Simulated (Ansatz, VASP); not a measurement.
## One calculation of Sn, two programs

```xyz
1
Lattice="-1.8804 1.8804 1.8947 1.8804 -1.8804 1.8947 1.9089 1.9089 -1.8947" Properties=species:S:1:pos:R:3 pbc="T T T"
Sn    0.0000    0.0000    0.0000
```

Change from the starting cell: xy shear strain of +1.5 %, crystal datasets.

Alike in both runs: task electric field gradients; functional r2SCAN; k mesh 14 × 14 × 14; occupations fermi-dirac, width 0.08 eV; no spin polarisation.

|  | VASP | Ansatz |
| --- | --- | --- |
| version | VASP 6.6.1 | Ansatz 0.2.0 |
| potentials or method | VASP PAW PBE potentials, release 64 (Sn_d), cutoff 520 eV | all-electron PAW with datasets made for the crystal, scalar-relativistic |

```csv
,VASP,Ansatz,Ansatz less VASP
pressure (GPa),-0.5,-0.5,+0.02
largest component of the traceless stress (GPa),0.52,0.52,0.000
Vzz of the field gradient on the site that differs most (V/Å²),8.6,9.1,+0.47
```

Ansatz ran all-electron here, so the differences hold the error of VASP's frozen core and of both bases. Ansatz warned: «gradients_without_spin_orbit».

Caveats: the PAW data sets were made with another functional, which shifts forces and pressure a little (VASP).
